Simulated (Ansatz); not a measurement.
# Relaxing MoS₂

Theory: DFT PBE, scalar-relativistic, plane waves, PAW in Ansatz 0.2.0. Run with 420 eV cutoff, 12×12×4 k-mesh, Gaussian smearing of 0.02 eV, no spin polarisation.

What was changed: relaxed at 12 GPa.

Command:

```bash
ansatz run input.yaml --threads 1 --pin off --max-ram 2560MiB --backend cpu --events-out ev --progress --plain --runs-dir out
```

Input:

```yaml
crystal:
  lattice:
    - [3.0681281473, 0.0, 0.0]
    - [-1.5340640736, 2.6570769176, 0.0]
    - [0.0, 0.0, 11.8150036947]
  atoms:
    - { symbol: Mo, position: [0.6666666667, 0.3333333333, 0.25] }
    - { symbol: Mo, position: [0.3333333333, 0.6666666667, 0.75] }
    - { symbol: S, position: [0.6666666667, 0.3333333333, 0.6209743383] }
    - { symbol: S, position: [0.3333333333, 0.6666666667, 0.3790256617] }
    - { symbol: S, position: [0.6666666667, 0.3333333333, 0.8790256617] }
    - { symbol: S, position: [0.3333333333, 0.6666666667, 0.1209743383] }
basis:
  ecutwfc: 420
kpoints:
  mp_grid: { grid: [12, 12, 4] }
hamiltonian:
  xc: pbe
scf:
  occupations: { method: gaussian, width: 0.02 }
output:
  forces: true
  stress: true
  eigenvalues: true
relax:
  adjacent_minimum: "off"
  f_tol: 0.008
  max_steps: 50
  cell: { stress_tol: 0.08, p_target: 12.0 }
```

F is the free energy. Steps run on the plane waves of an earlier cell, but the last one, and at times one on the way, on a freshly chosen basis, so a repeated geometry can differ a little in energy. The relaxation lowers the enthalpy F + PV at the target pressure, so F itself can rise.

Steps:

```
step F − F(1) (eV) largest force component (eV/Å) V (Å³/atom) P (GPa)
   1         0.0000                           1.443       16.053    19.38
   2         0.1529                           0.374       15.308    14.01
   3        -0.1631                           0.038       15.914    11.14
   4        -0.1166                           0.001       15.802    11.99
   5        -0.1150                           0.000       15.799    11.99
   6        -0.1148                           0.000       15.799    11.99
```

Relaxed structure:

```cif
data_structure
_symmetry_space_group_name_H-M 'P 1'
_symmetry_Int_Tables_number 1
_cell_length_a 3.0932
_cell_length_b 3.0932
_cell_length_c 11.4401
_cell_angle_alpha 90.000
_cell_angle_beta 90.000
_cell_angle_gamma 120.000
_cell_volume 94.79
loop_
_atom_site_label
_atom_site_type_symbol
_atom_site_fract_x
_atom_site_fract_y
_atom_site_fract_z
_atom_site_occupancy
Mo1 Mo 0.66667 0.33333 0.25000 1
Mo2 Mo 0.33333 0.66667 0.75000 1
S1 S 0.66667 0.33333 0.61274 1
S2 S 0.33333 0.66667 0.38726 1
S3 S 0.66667 0.33333 0.88726 1
S4 S 0.33333 0.66667 0.11274 1
```

It takes space group P6_3/mmc (No. 194, hexagonal). Conventional cell: a = 3.093 Å, b = 3.093 Å, c = 11.440 Å, α = 90.00°, β = 90.00°, γ = 120.00°. Around Mo (site symmetry -6m2) lie 6 S at 2.38 Å. S (site symmetry 3m) is surrounded by 3 Mo at 2.38 Å.

The run converged. Time: 30 s on 1 thread of Intel(R) Xeon(R) 6975P-C (Granite Rapids), on a shared host, peak memory 0.5 GiB.